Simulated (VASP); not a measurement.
# MnS (F-43m) in VASP: a series of runs

Runs on MnS. Level: PBE. Tasks: density of states, electric field gradients.

All numbers are computed with VASP 6.6.1; they aren't measurements. Logs are shortened: lines on timing, memory, paths and dates and some standing lists are left out, and cuts for length are marked.

**1. The structure**

Symmetry: F-43m, No. 216, cubic system. The conventional cell has a = 5.600 Å, b = 5.600 Å, c = 5.600 Å, α = 90.00°, β = 90.00°, γ = 90.00°. Mn (site symmetry -43m) has 4 S at 2.42 Å as nearest neighbours. S (site symmetry -43m) is surrounded by 4 Mn at 2.42 Å.

**2. Density of states, PBE, collinear spin, typed start**

The input, POSCAR:

```
MnS
1.0
    0.0000000000      2.8000000000      2.8000000000
    2.8000000000      0.0000000000      2.8000000000
    2.8000000000      2.8000000000      0.0000000000
Mn S
1 1
Direct
    0.0000000000      0.0000000000      0.0000000000
    0.7500000000      0.7500000000      0.7500000000
```

The input, INCAR.step1:

```
  ALGO = Normal
  EDIFF = 1E-6
  ENCUT = 520
  GGA = PE
  ISIF = 2
  ISMEAR = -1
  ISPIN = 2
  LASPH = T
  LCHARG = T
  LMAXMIX = 4
  LREAL = F
  LWAVE = F
  MAGMOM = 4 0
  NBANDS = 20
  NELM = 150
  PREC = Accurate
  SIGMA = 0.05
```

The input, KPOINTS.step1:

```
k-points
0
Gamma
  10 10 10
```

The input, INCAR.step2:

```
  ALGO = Normal
  EDIFF = 1E-6
  ENCUT = 520
  GGA = PE
  ICHARG = 11
  ISIF = 2
  ISMEAR = -5
  ISPIN = 2
  LASPH = T
  LCHARG = F
  LMAXMIX = 4
  LORBIT = 11
  LREAL = F
  LWAVE = F
  MAGMOM = 4 0
  NBANDS = 20
  NEDOS = 2001
  NELM = 150
  PREC = Accurate
  SIGMA = 0.05
```

The input, KPOINTS.step2:

```
k-points
0
Gamma
  15 15 15
```

Potentials or basis: VASP PAW PBE potentials, release 64 (Mn_pv, S).

On the command line:

```
$ cat potpaw_PBE.64/Mn_pv/POTCAR potpaw_PBE.64/S/POTCAR > POTCAR
$ cp INCAR.step1 INCAR
$ cp KPOINTS.step1 KPOINTS
$ mpirun -np 1 vasp_std > vasp.out
$ cp INCAR.step2 INCAR
$ cp KPOINTS.step2 KPOINTS
$ mpirun -np 1 vasp_std > vasp.out
```

OUTCAR:

```text
EDIFF = 1E-6
   ENCUT = 520
   GGA = PE
   ICHARG = 11
   ISIF = 2
   ISMEAR = -5
   ISPIN = 2
   LASPH = T
   LORBIT = 11
   LREAL = F
   NELM = 150
   PREC = Accurate

 ion  position               nearest neighbor table
   1  0.000  0.000  0.000-   2 2.42   2 2.42   2 2.42   2 2.42
   2  0.750  0.750  0.750-   1 2.42   1 2.42   1 2.42   1 2.42

  LATTYP: Found a face centered cubic cell.
 ALAT       =     5.6000000000

  Lattice vectors:

 A1 = (   0.0000000000,   2.8000000000,   2.8000000000)
 A2 = (   2.8000000000,   0.0000000000,   2.8000000000)
 A3 = (   2.8000000000,   2.8000000000,   0.0000000000)

Analysis of symmetry for initial positions (statically):
=====================================================================
 Subroutine PRICEL returns:
 Original cell was already a primitive cell.

 Routine SETGRP: Setting up the symmetry group for a
 face centered cubic supercell.

 Subroutine GETGRP returns: Found 24 space group operations
 (whereof 24 operations were pure point group operations)
 out of a pool of 48 trial point group operations.

The static configuration has the point symmetry T_d .

Analysis of symmetry for dynamics (positions and initial velocities):
=====================================================================
 Subroutine PRICEL returns:
 Original cell was already a primitive cell.

 Routine SETGRP: Setting up the symmetry group for a
 face centered cubic supercell.

 Subroutine GETGRP returns: Found 24 space group operations
 (whereof 24 operations were pure point group operations)
 out of a pool of 48 trial point group operations.

The dynamic configuration has the point symmetry T_d .

Analysis of structural, dynamic, and magnetic symmetry:
=====================================================================
 Subroutine PRICEL returns:
 Original cell was already a primitive cell.

 Routine SETGRP: Setting up the symmetry group for a
 face centered cubic supercell.

 Subroutine GETGRP returns: Found 24 space group operations
 (whereof 24 operations were pure point group operations)
 out of a pool of 48 trial point group operations.

The overall configuration has the point symmetry T_d .

 Subroutine INISYM returns: Found 24 space group operations
 (whereof 24 operations are pure point group operations),
 and found     1 'primitive' translations

----------------------------------------------------------------------------------------

                                     Primitive cell

  volume of cell :      43.9040

  direct lattice vectors                    reciprocal lattice vectors
     0.000000000  2.800000000  2.800000000    -0.178571429  0.178571429  0.178571429
     2.800000000  0.000000000  2.800000000     0.178571429 -0.178571429  0.178571429
     2.800000000  2.800000000  0.000000000     0.178571429  0.178571429 -0.178571429

  length of vectors
     3.959797975  3.959797975  3.959797975     0.309294787  0.309294787  0.309294787

  position of ions in fractional coordinates (direct lattice)
     0.000000000  0.000000000  0.000000000
     0.750000000  0.750000000  0.750000000

  ion indices of the primitive-cell ions
   primitive index   ion index
                 1           1
                 2           2

----------------------------------------------------------------------------------------

 KPOINTS: k-points

Automatic generation of k-mesh.
 Grid dimensions read from file:
 generate k-points for:   15   15   15

 Generating k-lattice:

  Cartesian coordinates                     Fractional coordinates (reciprocal lattice)
    -0.011904762  0.011904762  0.011904762     0.066666667  0.000000000  0.000000000
     0.011904762 -0.011904762  0.011904762     0.000000000  0.066666667  0.000000000
     0.011904762  0.011904762 -0.011904762     0.000000000  0.000000000  0.066666667

  Length of vectors
     0.020619652  0.020619652  0.020619652

  Shift w.r.t. Gamma in fractional coordinates (k-lattice)
     0.000000000  0.000000000  0.000000000

 TETIRR: Found    484 inequivalent tetrahedra from    20250

 Subroutine IBZKPT returns following result:
 ===========================================

 Found    120 irreducible k-points:

 Following reciprocal coordinates:
            Coordinates               Weight
  0.000000  0.000000  0.000000      1.000000
  0.066667  0.000000  0.000000      8.000000
  0.133333  0.000000  0.000000      8.000000
  0.200000  0.000000  0.000000      8.000000
  0.266667  0.000000  0.000000      8.000000
  0.333333  0.000000  0.000000      8.000000
[... 16 lines left out ...]
  0.133333  0.133333  0.000000      6.000000
  0.200000  0.133333  0.000000     24.000000
 [... further k-points ...]
   k-points           NKPTS =    120   k-points in BZ     NKDIM =    120   number of bands    NBANDS=     20
   number of dos      NEDOS =   2001   number of ions     NIONS =      2
   total plane-waves  NPLWV =  27000
   dimension x,y,z NGX =    30 NGY =   30 NGZ =   30
   dimension x,y,z NGXF=    60 NGYF=   60 NGZF=   60
   ions per type =               1   1
   NGX,Y,Z   is equivalent  to a cutoff of  12.60, 12.60, 12.60 a.u.
   NGXF,Y,Z  is equivalent  to a cutoff of  25.19, 25.19, 25.19 a.u.
 SYSTEM =  unknown system
   PREC   = accura    normal or accurate (medium, high low for compatibility)
   ISTART =      0    job   : 0-new  1-cont  2-samecut
   ICHARG =     11    charge: 1-file 2-atom 10-const
   ISPIN  =      2    spin polarized calculation?
   LNONCOLLINEAR =      F non collinear calculations
   LSORBIT =      F    spin-orbit coupling
   LASPH  =      T    aspherical Exc in radial PAW
   ENCUT  =  520.0 eV  38.22 Ry    6.18 a.u.   7.36  7.36  7.36*2*pi/ulx,y,z
   NELM   =    150;   NELMIN=  2; NELMDL=  0     # of ELM steps
   EDIFF  = 0.1E-05   stopping-criterion for ELM
   LREAL  =      F    real-space projection
   EDIFFG = 0.1E-04   stopping-criterion for IOM
   NSW    =      0    number of steps for IOM
   IBRION =     -1    ionic relax: 0-MD 1-quasi-New 2-CG
   NFREE  =      0    steps in history (QN), initial steepest desc. (CG)
   ISIF   =      2    stress and relaxation
   ISYM   =      2    0-nonsym 1-usesym 2-fastsym
   POTIM  = 0.5000    time-step for ionic-motion
   TEBEG  =    0.0;   TEEND  =   0.0 temperature during run
   PSTRESS=    0.0 pullay stress
   NELECT =      19.0000    total number of electrons
   NUPDOWN=      -1.0000    fix difference up-down
   EMIN   =  10.00;   EMAX   =-10.00  energy-range for DOS
   EFERMI =   0.00;   METHOD = LEGACY
   ISMEAR =    -5;   SIGMA  =   0.05  broadening in eV -4-tet -1-fermi 0-gaus
   EFERMI_NEDOS =   21; number of points for ismear=-14 and -15
   IALGO  =     38    algorithm
   IMIX   =      4    mixing-type and parameters
     AMIX     =   0.40;   BMIX     =  1.00
     AMIX_MAG =   1.60;   BMIX_MAG =  1.00
  volume/ion in A,a.u.               =      21.95       148.14
  Fermi-wavevector in a.u.,A,eV,Ry     =   1.238297  2.340041 20.862879  1.533378
  Thomas-Fermi vector in A             =   2.372828
   LORBIT       =     11    0 simple, 1 ext, 2 COOP (PROOUT), +10 PAW based schemes
   GGA     = PE    functional components
   LHFCALC =     F    Hartree Fock is set to
   AEXX    =    0.0000 exact exchange contribution
   IVDW    =     0    specifies the selected vdW correction
   LEPSILON=     F    determine dielectric tensor
   LRPA    =     F    only Hartree local field effects (RPA)
 spin polarized calculation
 Fermi weights with tetrahedron method with Bloechl corrections
  energy-cutoff  :      520.00
  volume of cell :       43.90
 maximum number of plane-waves:      1243
 NGX is ok and might be reduce to    30

 number of electron      18.9999987 magnetization       4.9194905

 Free energy of the ion-electron system (eV)
  ---------------------------------------------------
  ext. energy  EPLUGINS =         0.00000000
  ---------------------------------------------------
  free energy    TOTEN  =       -14.07986489 eV

  energy without entropy =      -14.07986489  energy(sigma->0) =      -14.07986489

 E-fermi :   4.5413     XC(G=0):  -9.3148

 val. band max:        4.5900790185   @ k =   0.1333   0.0000   0.0000
 cond. band min:       4.5332905046   @ k =  -0.3333   0.4667   0.1333
 fundamental gap:     -0.0567885139
 Fermi energy:         4.5412603254

 spin component 1

 k-point     1 :       0.0000    0.0000    0.0000
  band No.  band energies     occupation
      1     -46.2412      1.00000
      2     -46.2412      1.00000
      3     -46.2412      1.00000
      4      -9.3910      1.00000
      5      -0.3585      1.00000
      6      -0.3585      1.00000
[... 12 lines left out ...]
     19      16.5415      0.00000
     20      17.1707      0.00000

 k-point     2 :       0.0667    0.0000    0.0000
  band No.  band energies     occupation
      1     -46.2414      1.00000
      2     -46.2413      1.00000
      3     -46.2412      1.00000
      4      -9.3647      1.00000
      5      -0.4018      1.00000
      6      -0.3472      1.00000
[... 12 lines left out ...]
     19      16.5287      0.00000
     20      17.1943      0.00000
[... 465 lines left out ...]
      3     -46.2414      1.00000
      4      -9.2551      1.00000
      5      -0.5791      1.00000
      6      -0.2916      1.00000
[... 12 lines left out ...]
     19      17.6055      0.00000
     20      17.8560      0.00000

 k-point    24 :       0.2000    0.1333    0.0000
  band No.  band energies     occupation
      1     -46.2421      1.00000
      2     -46.2415      1.00000
      3     -46.2415      1.00000
      4      -9.1694      1.00000
      5      -0.6959      1.00000
      6      -0.2560      1.00000
[... 12 lines left out ...]
     19      17.2720      0.00000
     20      18.4999      0.00000

 [... further k-points ...]

 spin component 2

 k-point     1 :       0.0000    0.0000    0.0000
  band No.  band energies     occupation
      1     -41.6534      1.00000
      2     -41.6534      1.00000
      3     -41.6534      1.00000
      4      -9.0811      1.00000
      5       1.2095      1.00000
      6       1.2095      1.00000
[... 12 lines left out ...]
     19      17.3916      0.00000
     20      18.1291      0.00000

 k-point     2 :       0.0667    0.0000    0.0000
  band No.  band energies     occupation
      1     -41.6536      1.00000
      2     -41.6534      1.00000
      3     -41.6534      1.00000
      4      -9.0564      1.00000
      5       1.1067      1.00000
      6       1.2140      1.00000
[... 12 lines left out ...]
     19      17.3156      0.00000
     20      18.2683      0.00000
[... 465 lines left out ...]
      3     -41.6537      1.00000
      4      -8.9533      1.00000
      5       0.7949      1.00000
      6       1.1985      1.00000
[... 12 lines left out ...]
     19      18.2652      0.00000
     20      18.8302      0.00000

 k-point    24 :       0.2000    0.1333    0.0000
  band No.  band energies     occupation
      1     -41.6547      1.00000
      2     -41.6538      1.00000
      3     -41.6538      1.00000
      4      -8.8730      1.00000
      5       0.5628      1.00000
      6       1.1985      1.00000
[... 12 lines left out ...]
     19      18.1122      0.00000
     20      19.4486      0.00000

 [... further k-points ...]

------------------------ aborting loop because EDIFF is reached ----------------------------------------

  FORCE on cell =-STRESS in cart. coord.  units (eV):
  Direction    XX          YY          ZZ          XY          YZ          ZX
  --------------------------------------------------------------------------------------
  -------------------------------------------------------------------------------------
  Total        0.3758959      0.3758959      0.3758959     -0.0000000      0.0000000      0.0000000
  in kB       13.7174712     13.7174712     13.7174712     -0.0000000      0.0000000      0.0000000
  external PRESSURE =      13.7174712 kB  Pullay stress =       0.0000000 kB

 VOLUME and BASIS-vectors are now :
 -----------------------------------------------------------------------------
  energy-cutoff  :      520.00
  volume of cell :       43.90
      direct lattice vectors                 reciprocal lattice vectors
     0.000000000  2.800000000  2.800000000    -0.178571429  0.178571429  0.178571429
     2.800000000  0.000000000  2.800000000     0.178571429 -0.178571429  0.178571429
     2.800000000  2.800000000  0.000000000     0.178571429  0.178571429 -0.178571429

 POSITION                                       TOTAL-FORCE (eV/Angst)
 -----------------------------------------------------------------------------------
      0.00000      0.00000      0.00000        -0.000000      0.000000     -0.000000
      4.20000      4.20000      4.20000         0.000000     -0.000000      0.000000
 -----------------------------------------------------------------------------------
    total drift:                                0.000000      0.000000      0.000000

  FREE ENERGIE OF THE ION-ELECTRON SYSTEM (eV)
  ---------------------------------------------------
  free  energy   TOTEN  =       -14.0798648873 eV

  energy  without entropy=      -14.0798648873  energy(sigma->0) =      -14.07986489

 total charge

# of ion       s       p       d       tot
------------------------------------------
    1        0.261   6.212   4.899  11.372
    2        1.315   2.454   0.000   3.768
--------------------------------------------------
tot          1.575   8.666   4.899  15.140

 magnetization (x)

# of ion       s       p       d       tot
------------------------------------------
    1        0.049   0.066   4.229   4.344
    2        0.012   0.080   0.000   0.092
--------------------------------------------------
tot          0.061   0.146   4.229   4.436
```

Wall time 86 s (1 thread of Intel Xeon 6975P-C (Granite Rapids), shared host); peak memory 0.29 GiB.

What came out:

```yaml
Net_moment: 4.92 μB per cell
Site_moments: Mn +4.34; S +0.09 μB
Valence_electrons_inside_the_program's_atomic_spheres: Mn 11.37; S 3.77
```

Levels at points of the mesh, in eV from the Fermi level:
Spin up:
```
           k point  band 8  band 9  band 10  band 11  band 12  band 13  band 14  band 15  band 16  band 17
(0.00, 0.00, 0.00)   -3.22   -3.22     0.22     0.22     0.22     0.93     5.82     5.82     5.82    10.64
```
Spin down:
```tsv
k point	band 3	band 4	band 5	band 6	band 7	band 8	band 9	band 10	band 11	band 12
(0.00, 0.00, 0.00)	-46.19	-13.62	-3.33	-3.33	-3.33	0.82	0.82	1.95	3.00	3.00
```

States per cell in windows of 1 eV (zero at the Fermi level; states under -8 eV left out):
```csv
from (eV),up,down,Mn1_d_up,Mn1_d_down,S2_p_down,S2_p_up,Mn1_p_up,Mn1_s_up
-8.0,0.00,0.00,0.00,0.00,0.00,0.00,0.00,0.00
-7.0,0.00,0.00,0.00,0.00,0.00,0.00,0.00,0.00
-6.0,1.05,0.05,0.18,0.00,0.02,0.29,0.02,0.08
-5.0,1.95,1.06,0.83,0.05,0.37,0.50,0.04,0.02
-4.0,2.20,2.10,1.94,0.28,0.89,0.01,0.00,0.00
-3.0,1.14,0.00,0.84,0.00,0.00,0.07,0.02,0.02
-2.0,1.21,0.00,0.65,0.00,0.00,0.23,0.04,0.01
-1.0,0.62,0.00,0.28,0.00,0.00,0.17,0.02,0.00
0.0,0.03,2.02,0.01,1.55,0.02,0.01,0.00,0.00
1.0,0.02,2.12,0.00,1.73,0.06,0.00,0.00,0.00
2.0,0.12,0.88,0.00,0.64,0.08,0.01,0.01,0.01
3.0,0.57,0.11,0.04,0.02,0.02,0.04,0.04,0.05
4.0,0.48,0.45,0.04,0.06,0.03,0.04,0.02,0.06
5.0,0.84,0.47,0.05,0.08,0.03,0.11,0.06,0.09
6.0,0.99,1.01,0.04,0.12,0.11,0.08,0.15,0.02
7.0,0.61,1.01,0.03,0.08,0.08,0.08,0.07,0.01
```

Caveat: a cell with one magnetic atom can't hold antiferromagnetic order, which such compounds often take; semilocal functionals often make such compounds metallic where correlation or magnetic order opens a gap, which also shifts bond lengths; tetrahedron occupations give inexact forces and stress in metals.

(Part 1 of 2 ends here.)
